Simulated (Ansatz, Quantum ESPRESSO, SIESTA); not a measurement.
## C: 4 runs at one level of theory

```
C
1.0
     1.23319    0.71198    8.28262
    -1.23319    0.71198    8.28262
     0.00000   -1.42396    8.28262
C
4
Direct
  0.08717 0.08717 0.08717
  0.75385 0.75385 0.75385
  0.24615 0.24615 0.24615
  0.91283 0.91283 0.91283
```

Alike in all runs: task band structure; functional LDA; k mesh 12 × 12 × 12; occupations fermi-dirac, width 0.05 eV; no spin polarisation; no spin-orbit coupling. LDA stands for any of its common fits. Pressure is positive in compression and, in plane waves, holds the error of the finite cutoff, which Ansatz's Pulay term estimates and takes out. Gaps are the smaller of the mesh's and the band path's.

```json
{"program and potentials": "Ansatz, Ansatz PAW", "plane-wave cutoff (eV)": "420", "notes": "potentials made for PBE, which Ansatz adapts in part; Pulay term of +0.57 GPa included", "band gap (eV)": "0.05", "pressure (GPa)": "-6.14"}
{"program and potentials": "Quantum ESPRESSO, GBRV 1.5 LDA", "plane-wave cutoff (eV)": "612", "notes": "-", "band gap (eV)": "0.07", "pressure (GPa)": "-6.41"}
{"program and potentials": "Ansatz, all-electron LAPW, scalar-relativistic", "plane-wave cutoff (eV)": "-", "notes": "-", "band gap (eV)": "0.07", "pressure (GPa)": "-6.11"}
{"program and potentials": "SIESTA, files PseudoDojo sr-lda-0.4.1-standard, DZP (energy shift 0.003 Ry)", "plane-wave cutoff (eV)": "-", "notes": "atomic basis", "band gap (eV)": "0.07", "pressure (GPa)": "2.63"}
```

The band gap spans 0.05 (Ansatz, Ansatz PAW) to 0.07 eV (SIESTA, files PseudoDojo sr-lda-0.4.1-standard, DZP (energy shift 0.003 Ry)), with all-electron results at 0.07. The pressure spans -6.41 (Quantum ESPRESSO, GBRV 1.5 LDA) to 2.63 GPa (SIESTA, files PseudoDojo sr-lda-0.4.1-standard, DZP (energy shift 0.003 Ry)), with all-electron results at -6.11. The pressure on the cell as given of SIESTA, files PseudoDojo sr-lda-0.4.1-standard, DZP (energy shift 0.003 Ry) lies far from the others; the cause wasn't traced. The paths' points differ, which is worth about 0.01 eV. Rows in atomic bases carry the error of their basis and grid, which can be large.

Differences between rows come from potentials, basis sets and numerical settings, since the functional is the same but for its coding. Runs on potential files found faulty are left out.
